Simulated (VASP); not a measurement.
Runs of VASP 6.6.1 on CoO. It takes space group I4/mmm (No. 139, tetragonal). The conventional cell has a = 3.016 Å, b = 3.016 Å, c = 4.215 Å, α = 90.00°, β = 90.00°, γ = 90.00°. Co (site symmetry 4/mmm) is surrounded by 6 O at 2.11 to 2.13 Å. O (site symmetry 4/mmm) has 6 Co at 2.11 to 2.13 Å as nearest neighbours. 

| cell | target pressure | gap on the mesh (eV) | pressure (GPa) | moment (μB) |
| --- | --- | --- | --- | --- |
| relaxed | - | none | 0.1 | (a) |
| relaxed to 30 GPa | 30 GPa | none | 30.0 | (b) |
| relaxed to 20 GPa | 20 GPa | none | 19.6 | 2.14 |
| relaxed to 2 GPa | 2 GPa | none | 2.0 | 2.79 |
| relaxed to 5 GPa | 5 GPa | none | 4.9 | 2.76 |
| relaxed to 10 GPa | 10 GPa | none | 10.0 | 2.71 |

Alike in all rows: task relaxation of cell and atoms; level PBE; potentials or basis VASP PAW PBE potentials, release 64 (Co, O); spin collinear, ferromagnetic start; k mesh 9 × 9 × 9; cutoff (eV) 600; smearing fermi-dirac 0.05 eV.

Q: Estimate the missing entries.

A: (a) 2.82; (b) 1.98.

Caveats: a cell with one magnetic atom can't hold antiferromagnetic order, which such compounds often take; semilocal functionals often make such compounds metallic where correlation or magnetic order opens a gap, which also shifts bond lengths; the cell is relaxed towards a set pressure, so the enthalpy falls and the energy may rise (some runs).

A gap of «none» marks a metal or a gap under the smearing width.
